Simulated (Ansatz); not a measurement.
Set up this calculation in Ansatz 0.2.0, as the native input.

| Property | Result |
| --- | --- |
| Task | band structure |
| Functional | PBE |
| Potentials or basis | Ansatz PAW |
| Cutoff | 420 eV (not typed: the program's choice for these potentials) |
| k mesh | 6 × 6 × 9 |
| Occupations | fermi-dirac, width 0.05 eV |
| Spin | no spin polarisation |
| Hubbard terms | Ti d U = 1 eV |
| Path | [["G", "X", "M", "G", "Z", "R", "A", "Z"], ["X", "R"], ["M", "A"]] |
| Points for each segment of the path | 14 |
| Hubbard projectors | ortho-atomic (the default) |
| Double counting | fll (the default) |

TiO2:

```
CELL_PARAMETERS angstrom
4.59984 0.00000 0.00000
0.00000 4.59984 0.00000
0.00000 0.00000 2.95921
ATOMIC_POSITIONS crystal
Ti 0.00000 0.00000 0.50000
Ti 0.50000 0.50000 0.00000
O 0.30432 0.30432 0.50000
O 0.19568 0.80432 0.00000
O 0.80432 0.19568 0.00000
O 0.69568 0.69568 0.50000
```

The cell is a database's computed one.

One way to write it, as run:

input.yaml

```yaml
crystal:
  lattice:
    - [4.5998373239, 0.0, 0.0]
    - [0.0, 4.5998373239, 0.0]
    - [0.0, 0.0, 2.95921356]
  atoms:
    - { symbol: Ti, position: [0.0, 0.0, 0.5] }
    - { symbol: Ti, position: [0.5, 0.5, 0.0] }
    - { symbol: O, position: [0.30432132, 0.30432132, 0.5] }
    - { symbol: O, position: [0.19567868, 0.80432132, 0.0] }
    - { symbol: O, position: [0.80432132, 0.19567868, 0.0] }
    - { symbol: O, position: [0.69567868, 0.69567868, 0.5] }
hamiltonian:
  xc: pbe
  pseudopotentials: { kind: paw }
  hubbard: { sites: [{ species: Ti, l: d, u_eff: 1.0 }] }
kpoints:
  mp_grid: { grid: [6, 6, 9] }
  band_path:
    path:
      - [[0.0, 0.0, 0.0], [0.0, 0.5, 0.0], [0.5, 0.5, 0.0], [0.0, 0.0, 0.0], [0.0, 0.0, 0.5], [0.0, 0.5, 0.5], [0.5, 0.5, 0.5], [0.0, 0.0, 0.5]]
      - [[0.0, 0.5, 0.0], [0.0, 0.5, 0.5]]
      - [[0.5, 0.5, 0.0], [0.5, 0.5, 0.5]]
    npoints: 14
scf:
  occupations: { method: fermi_dirac, width: 0.05 }
  n_extra_bands: 15
output:
  forces: true
  stress: true
  eigenvalues: true
  fatbands: false
```

Potentials or basis: Ansatz PAW.

Command:

```sh
$ ansatz run input.yaml --threads 2 --pin off --max-ram 5632MiB --backend cpu --events-out ev --progress --plain --runs-dir out
```

It gave:

* Pressure: 5.1 GPa
* Largest force: 0.008 eV/Å
* Band gap on the k mesh: 1.97 eV, direct
* Band gap along the path: 1.97 eV, direct

Caveat: the pressure holds a Pulay correction of +0.7 GPa for the finite cutoff.

Run time: 8.3 s on 2 threads of Arm Neoverse V1 (shared host), peak memory 0.51 GiB.
